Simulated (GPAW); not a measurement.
Runs of GPAW 26.7.0 on AlN. The structure is hexagonal, space group P6_3mc (No. 186). Conventional cell: a = 3.113 Å, b = 3.113 Å, c = 4.981 Å, α = 90.00°, β = 90.00°, γ = 120.00°. Al (site symmetry 3m) is surrounded by 4 N at 1.89 Å. N (site symmetry 3m) has 4 Al at 1.89 Å as nearest neighbours. 

| task | level | potentials or basis | cell | k mesh | cutoff (eV) | smearing | response ecut | maxiter | response k mesh | response bands | kernels | mesh quality | gap on the mesh (eV) | pressure (GPa) | relaxed volume (Å³/atom) | largest force (eV/Å) |
| --- | --- | --- | --- | --- | --- | --- | --- | --- | --- | --- | --- | --- | --- | --- | --- | --- |
| dielectric tensor | LDA | the program's PAW data sets (release 1.2.1) made for this functional, pw | as given | 8 × 8 × 5 | 600 | fermi-dirac 0.001 eV | 80 eV | 150 | 17 × 17 × 10 | 48 | ["RPA", "ALDA_X", "LR0.1"] | not flagged | 4.25 | - | - | - |
| relaxation of cell and atoms | PBEsol+D3(BJ) | PAW data sets generated in the run's folder for this functional, pw | relaxed | 7 × 7 × 4 | 800 | fermi-dirac 0.05 eV | - | 150 | - | - | - | not flagged | (b) | 0.0 | 10.33 | 0.01 |
| single point | LDA | the program's PAW data sets (release 1.2.1) made for this functional, pw | as given | 8 × 8 × 5 | 600 | fermi-dirac 0.05 eV | - | 120 | - | - | - | not flagged | 4.25 | (a) | - | 0.12 |
| relaxation of cell and atoms | PBEsol+D4 | PAW data sets generated in the run's folder for this functional, pw | relaxed | 7 × 7 × 4 | 800 | fermi-dirac 0.05 eV | - | 150 | - | - | - | not flagged | 4.19 | 0.0 | 10.37 | 0.01 |
| relaxation of cell and atoms | PBEsol | PAW data sets generated in the run's folder for this functional, pw | relaxed | 7 × 7 × 4 | 800 | fermi-dirac 0.05 eV | - | 150 | - | - | - | not flagged | (c) | 0.0 | 10.50 | 0.01 |
| relaxation of cell and atoms | PBEsol | PAW data sets generated in the run's folder for this functional, pw | relaxed to 2 GPa | 7 × 7 × 4 | 800 | fermi-dirac 0.05 eV | - | 150 | - | - | - | not flagged | 4.17 | 2.0 | - | 0.01 |

Alike in all rows: no spin polarisation.

Q: Estimate the missing entries.

A: (a) -10.6; (b) 4.23; (c) 4.08.

Caveats: later steps reuse the first step's grids (some runs); the long-wavelength limit can be off by a per cent or two (some runs); an odd mesh through Γ misses points on the zone boundary, where band edges often lie (some runs); the cutoff is short for stress and forces, so pressures can be off by a GPa or more (some runs).
